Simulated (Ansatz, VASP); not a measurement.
PbS: VASP beside Ansatz

```
CELL_PARAMETERS angstrom
0.00000 2.96500 2.96500
2.96500 0.00000 2.96500
2.96500 2.96500 0.00000
ATOMIC_POSITIONS crystal
Pb 0.00000 0.00000 0.00000
S 0.49513 0.49513 0.49513
```

Change from the starting cell: all S atoms moved -0.050 Å, as atom 2 along Cartesian [1 1 1].

Alike in both runs: task single point; functional PBEsol; k mesh 10 × 10 × 10; occupations gaussian, width 0.03 eV; no spin polarisation.

|  | VASP | Ansatz |
| --- | --- | --- |
| version | VASP 6.6.1 | Ansatz 0.2.0 |
| potentials or method | VASP PAW PBE potentials, release 64 (Pb_d, S) | scalar-relativistic, plane waves, PAW |
| plane-wave cutoff (eV) | 520 | 420 |
| valence electrons in the cell | 20 | 20 |

VASP gave:

* gap on the k mesh at the Fermi level (eV): 0.27
* least direct gap on the mesh (eV): 0.27
* pressure (GPa): -0.8
* rms of the force components (eV/Å): 0.011

**Question.** Which values does Ansatz return?

**Answer.** gap on the k mesh at the Fermi level (eV): 0.26; least direct gap on the mesh (eV): 0.26; pressure (GPa): -0.8; rms of the force components (eV/Å): 0.011.

Atom by atom the forces differ by 0.000 eV/Å (rms over components).

Caveats: the PAW data sets were made with another functional, which shifts forces and pressure a little (VASP); spin-orbit coupling is left out, which as a rule narrows the gap of such compounds by several tenths of an eV.
